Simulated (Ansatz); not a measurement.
Input of an Ansatz 0.2.0 run:

File input.yaml:

```yaml
crystal:
  lattice:
    - [2.46107807, 0.0, 0.0]
    - [-0.9222401322, 2.2817489794, 0.0]
    - [-0.769418969, -1.1408744898, 2.0404178776]
  atoms:
    - { symbol: Cu, position: [0.0, 0.0, 0.0] }
kpoints:
  mp_grid: { grid: [13, 13, 13] }
scf:
  occupations: { method: gaussian, width: 0.1 }
hamiltonian:
  xc: pbe
  pseudopotentials: { kind: all_electron, lapw: { basis_error: 0.001 } }
output:
  forces: true
  stress: true
  eigenvalues: true
```

Potentials or basis: all-electron LAPW, scalar-relativistic.

Command:

```bash
$ ansatz run input.yaml --threads 1 --pin off --max-ram 3072MiB --backend cpu --events-out ev --progress --plain --runs-dir out
```

Predict the band gap on the k mesh.

none (metal or under the smearing width).

Estimate the pressure.

7.3 GPa.
